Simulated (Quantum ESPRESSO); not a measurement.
# Be (P-1) in Quantum ESPRESSO: reference runs

How does Be come out in PBE? The cell is run as given.

All numbers are computed with Quantum ESPRESSO 7.5; they aren't measurements. Logs are shortened: lines on timing, memory, paths and dates and some standing lists are left out, and cuts for length are marked.

### 1 Starting point

The typed cell holds 2 atoms: a = 2.508 Å, b = 2.677 Å, c = 2.399 Å, α = 88.21°, β = 72.37°, γ = 84.02°.

This isn't the form of Be at room conditions, which is hcp.

### 2 Single point, PBE

Contents of pw.in:

```
&CONTROL
  calculation = 'scf'
  prefix = 'pwscf'
  outdir = './tmp'
  pseudo_dir = './pseudo'
  tprnfor = .true.
  tstress = .true.
  disk_io = 'nowf'
/
&SYSTEM
  ibrav = 0
  nat = 2
  ntyp = 1
  ecutwfc = 55
  ecutrho = 440
  nbnd = 9
  occupations = 'smearing'
  smearing = 'fd'
  degauss = 0.00367493
/
&ELECTRONS
  conv_thr = 4d-10
  electron_maxstep = 120
  mixing_beta = 0.5
/
ATOMIC_SPECIES
Be     9.0122 be_pbe_v1.4.uspp.F.UPF
CELL_PARAMETERS angstrom
  -0.1335654300   -2.4764977400   -0.3751651000
  -2.6732196100   -0.1335654300   -0.0297984300
  -0.0297984300   -0.3751651000   -2.3690083600
ATOMIC_POSITIONS crystal
Be     0.5023096500    0.4971652100    0.5021727300
Be     0.9976903500    0.0028347900    0.9978272700
K_POINTS automatic
11 10 11 0 0 0
```

Potentials or basis: SSSP 1.3 efficiency PBE.

Command:

```
$ OMP_NUM_THREADS=1 pw.x -in pw.in > pw.out
```

pw.out:

```text
This program is part of the open-source Quantum ESPRESSO suite
     for quantum simulation of materials; please cite
         "P. Giannozzi et al., J. Phys.:Condens. Matter 21 395502 (2009);
         "P. Giannozzi et al., J. Phys.:Condens. Matter 29 465901 (2017);
         "P. Giannozzi et al., J. Chem. Phys. 152 154105 (2020);
     in publications or presentations arising from this work. More details at

     Message from routine setup:
     using ibrav=0 with symmetry is DISCOURAGED, use correct ibrav instead

     G-vector sticks info
     --------------------
     sticks:   dense  smooth     PW     G-vecs:    dense   smooth      PW
     Sum         831     421    139                16029     5665    1125

     Using Slab Decomposition

     bravais-lattice index     =            0
     lattice parameter (alat)  =       4.7400  a.u.
     unit-cell volume          =     103.0176 (a.u.)^3
     number of atoms/cell      =            2
     number of atomic types    =            1
     number of electrons       =         8.00
     number of Kohn-Sham states=            9
     kinetic-energy cutoff     =      55.0000  Ry
     charge density cutoff     =     440.0000  Ry
     scf convergence threshold =      4.0E-10
     mixing beta               =       0.5000
     number of iterations used =            8  plain     mixing
     Exchange-correlation=  SLA  PW   PBX  PBC
                           (   1   4   3   4   0   0   0)

     celldm(1)=   4.740023  celldm(2)=   0.000000  celldm(3)=   0.000000
     celldm(4)=   0.000000  celldm(5)=   0.000000  celldm(6)=   0.000000

     crystal axes: (cart. coord. in units of alat)
               a(1) = (  -0.053249  -0.987316  -0.149569 )
               a(2) = (  -1.065744  -0.053249  -0.011880 )
               a(3) = (  -0.011880  -0.149569  -0.944463 )

     reciprocal axes: (cart. coord. in units 2 pi/alat)
               b(1) = (  0.050154 -1.040416  0.164133 )
               b(2) = ( -0.940861  0.050154  0.003892 )
               b(3) = (  0.003892  0.164133 -1.084844 )

     PseudoPot. # 1 for Be read from file:
     be_pbe_v1.4.uspp.F.UPF
     Pseudo is Ultrasoft, Zval =  4.0
     Generated by new atomic code, or converted to UPF format
     Using radial grid of  769 points,  6 beta functions with:
                l(1) =   0
                l(2) =   0
                l(3) =   0
                l(4) =   1
                l(5) =   1
                l(6) =   2
     Q(r) pseudized with 10 coefficients,  rinner =    1.000   1.000   1.000
                                                       1.000   1.000

     atomic species   valence    mass     pseudopotential
     Be                4.00     9.01220     Be( 1.00)

      2 Sym. Ops., with inversion, found ( 1 have fractional translation)

   Cartesian axes

     site n.     atom                  positions (alat units)
         1        Be     tau(   1) = (  -0.5625643  -0.5975215  -0.5553197  )
         2        Be     tau(   2) = (  -0.0680014  -1.1344308  -1.0916681  )

     number of k points=   606  Fermi-Dirac smearing, width (Ry)=  0.0037

     Number of k-points >= 100: set verbosity='high' to print them.

     Dense  grid:    16029 G-vectors     FFT dimensions: (  32,  36,  32)

     Smooth grid:     5665 G-vectors     FFT dimensions: (  24,  24,  24)

     Initial potential from superposition of free atoms

     starting charge       7.9997, renormalised to       8.0000
     Starting wfcs are   10 randomized atomic wfcs

     Self-consistent Calculation

     iteration #  1     ecut=    55.00 Ry     beta= 0.50
     Davidson diagonalization with overlap
     ethr =  1.00E-02,  avg # of iterations =  3.3

     Threshold (ethr) on eigenvalues was too large:
     Diagonalizing with lowered threshold

     Davidson diagonalization with overlap
     ethr =  4.94E-05,  avg # of iterations =  3.2

     total energy              =     -56.41654317 Ry
     estimated scf accuracy    <       0.00403052 Ry

     iteration #  2     ecut=    55.00 Ry     beta= 0.50
     Davidson diagonalization with overlap
     ethr =  5.04E-05,  avg # of iterations =  1.1

     total energy              =     -56.41641114 Ry
     estimated scf accuracy    <       0.00082370 Ry

     iteration #  3     ecut=    55.00 Ry     beta= 0.50
     Davidson diagonalization with overlap
     ethr =  1.03E-05,  avg # of iterations =  1.4

     total energy              =     -56.41643249 Ry
     estimated scf accuracy    <       0.00000198 Ry

     iteration #  4     ecut=    55.00 Ry     beta= 0.50
     Davidson diagonalization with overlap
     ethr =  2.47E-08,  avg # of iterations =  2.4

     total energy              =     -56.41643312 Ry
     estimated scf accuracy    <       0.00000013 Ry

     iteration #  5     ecut=    55.00 Ry     beta= 0.50
     Davidson diagonalization with overlap
     ethr =  1.60E-09,  avg # of iterations =  1.9

     total energy              =     -56.41643314 Ry
     estimated scf accuracy    <          9.6E-10 Ry

     iteration #  6     ecut=    55.00 Ry     beta= 0.50
     Davidson diagonalization with overlap
     ethr =  1.20E-11,  avg # of iterations =  3.5

     End of self-consistent calculation

     Number of k-points >= 100: set verbosity='high' to print the bands.

     the Fermi energy is     9.1479 ev

!    total energy              =     -56.41643314 Ry
     estimated scf accuracy    <          1.0E-10 Ry
     smearing contrib. (-TS)   =      -0.00023110 Ry
     internal energy E=F+TS    =     -56.41620205 Ry

     The total energy is F=E-TS. E is the sum of the following terms:
     one-electron contribution =     -30.79021468 Ry
     hartree contribution      =       9.25037609 Ry
     xc contribution           =     -10.24653910 Ry
     ewald contribution        =     -24.62982436 Ry

     convergence has been achieved in   6 iterations

     Forces acting on atoms (cartesian axes, Ry/au):

     atom    1 type  1   force =    -0.00715901    0.00116347   -0.00158130
     atom    2 type  1   force =     0.00715901   -0.00116347    0.00158130

     Total force =     0.010498     Total SCF correction =     0.000008

     Computing stress (Cartesian axis) and pressure

          total   stress  (Ry/bohr**3)                   (kbar)     P=      164.99
   0.00160099  -0.00154243   0.00057074          235.51     -226.90       83.96
  -0.00154243   0.00058530  -0.00250184         -226.90       86.10     -368.03
   0.00057074  -0.00250184   0.00117849           83.96     -368.03      173.36

=------------------------------------------------------------------------------=
   JOB DONE.
=------------------------------------------------------------------------------=
```

Run time: 42 s. Hardware: 1 thread of Intel Xeon Platinum 8259CL at 2.50GHz (Skylake/Cascade Lake), shared host; peak memory 0.12 GiB.

Results:

* Free energy: -767.5847 eV
* Pressure: 16.5 GPa
* Largest force: 0.191 eV/Å
* Band gap on the k mesh: none (metal or under the smearing width)

Forces in eV/Å, atoms in the order of the input:
```
Be  -0.184  0.030 -0.041
Be   0.184 -0.030  0.041
```

Caveat: so large a pressure means that the cell lies far from this level's equilibrium, or that cutoff or potentials fall short.
